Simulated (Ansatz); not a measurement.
**Nb: energy along a strain**

Nb, Im-3m, a = 3.328 Å (as given, not relaxed at this level: -2.7 GPa). Ansatz: PBE, PAW, 420 eV, Γ-centred 20×20×20 mesh on 1 atom, Gaussian smearing 0.15 eV; no spin polarisation. Cell vectors (Å): -1.664 1.664 1.664; 1.664 -1.664 1.664; 1.664 1.664 -1.664. The cell is strained by x per cent times the pattern (0 0 0 1 0 0) in the order xx yy zz yz xz xy (engineering shears), with fractional coordinates held. y is the free energy over the start, V0 = 18.428 Å³/atom. Symmetry makes y even in x. Points with a strain past 8.5 % were computed too (2) and aren't used here.

| x (%) | y (meV/atom) |
| --- | --- |
| -5.00 | 1.68 |
| 0.00 | 0.00 |
| 1.25 | 0.13 |
| 2.50 | 0.48 |
| 3.75 | 1.01 |
| 6.25 | 2.58 |
| 7.50 | ? |

Q: Fit y = c2 x² + c4 x⁴ to the other rows, get the stiffness along the pattern, and predict the missing energy.

A: Least squares on the rows shown. y = 0.07355 x² − 0.0001995 x⁴. The clamped-ion stiffness p·C·p = 2 × 0.7355 eV × 160.2 / 18.428 Å³ = 12.8 GPa, which is C44 in these axes (second derivative at the start, which stands under stress). With a term in x⁶ added, the coefficient of x² becomes 0.08246, 12 % more, which shows how far this figure hangs on the form. At x = 7.50 the fit asked for gives 3.51 meV/atom. The run gave 3.89 meV/atom, so the fit is 0.38 meV/atom too low, 9.8 % of the span of the series, against an rms of 0.02 meV/atom on the fitted rows. The row lies outside the fitted range. With a term in x⁶ added, a fit to the same known rows predicts 4.04 meV/atom, a smaller miss on the other side.